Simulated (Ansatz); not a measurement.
# BN at 8 GPa: from Born charge to LO–TO splitting and polaron coupling

The calculation used DFT PBEsol, scalar-relativistic, plane waves, PAW in Ansatz. Plane waves to 420 eV; Γ-centred k mesh 12×12×12; fixed occupations. No spin polarisation. Phonons by linear response, acoustic sum rule imposed.

The cell, relaxed at 8 GPa:
```
B N
1.0
     0.00000    1.79086    1.79086
     1.79086    0.00000    1.79086
     1.79086    1.79086    0.00000
B N
1 1
Direct
  0.00000 0.00000 0.00000
  0.75000 0.75000 0.75000
```

Linear response gives ν_TO = 1072.7 cm⁻¹, Born charges ±1.893 e (positive on B) and ε∞ = 4.612. The primitive cell holds 11.487 Å³, and the masses are 10.810 and 14.007 amu.

Question: Find ν_LO and the static dielectric constant.

Answer: The long-wave field adds a restoring force: ω_LO² − ω_TO² = Z*²e²/(ε_vac ε∞ μV). In these units ν_LO² − ν_TO² = 4.92064×10⁷ Z*²/(μ V ε∞) cm⁻², with μ = m₁m₂/(m₁ + m₂) = 6.101 amu: 545234 cm⁻². So ν_LO = √(1072.7² + 545234) = 1302.2 cm⁻¹, and the run gives 1302.2. Lyddane–Sachs–Teller then gives ε0 = ε∞ (ν_LO/ν_TO)² = 6.80, against 6.80 in the run (it forms both from the same three quantities, so the match checks the arithmetic only). Between ν_TO and ν_LO the dielectric function is negative and an undamped crystal reflects fully: a reststrahlen band from 7.7 to 9.3 μm.

Question: What do the Clausius–Mossotti polarisability and the Szigeti charge come to?

Answer: With the Lorentz local field, α = (3V/4π)(ε∞ − 1)/(ε∞ + 2) = 1.50 Å³ for the pair, and e_S = 3Z*/(ε∞ + 2) = 0.86 e. The Born charge includes the electrons' response to the dipole's own local field, and e_S takes that enhancement out. The Lorentz field assumes point-like polarisable ions, a poor picture once ε∞ is this large, since the electron clouds then overlap or are shared, so both numbers are formal here.

Question: How strongly does a slow electron couple to the LO mode?

Answer: For one isotropic parabolic band, Fröhlich's constant is α_F = (1/ε∞ − 1/ε0) √(m* Ry/ħω_LO), with Ry = 13.606 eV, ħω_LO = 161.5 meV and m* in free-electron masses: α_F = 0.0697 × 9.18 × √m* = 0.64 √m*. The band mass isn't part of this run; for m* = 0.1, 0.3 and 1 it gives 0.20, 0.35, 0.64. In weak coupling the polaron lies α_F ħω_LO below the band edge (57 meV at m* = 0.3) with a mass m*(1 + α_F/6); past α_F of about 5 or 6 that expansion fails. A semilocal functional's ε∞ tends to be too large, which taken alone lowers α_F.

Cost: 1 run of about 0.12 core-minutes, on Intel Xeon 6975P-C (Granite Rapids) (shared hosts).

The zone-centre optical modes combine a strong polar splitting with a modest lattice contribution to static screening: ε∞ = 4.612 rises only to ε0 = 6.80. Both follow from short, stiff, polar-covalent sp³ bonds between light atoms. The small reduced mass and compact cell turn a moderate Born charge into a wide LO–TO separation. In the static response, however, the mass cancels, and the stiff bonds limit how far the sublattices move in a field. The Born charge of 1.893 e measures the polarisation current as the atoms move, including charge flow along the bonds, so it isn't a static ionic charge or a direct measure of electron transfer.

The same stiffness keeps the Fröhlich coupling weak to moderate for ordinary band masses, which favours large polarons over self-trapping by this mode alone. In cubic BN the conduction minimum lies at X, where the mass is anisotropic, so a single m* gives only a scale for electrons. With one pressure computed, the effect of compression on the splitting or the coupling remains open.
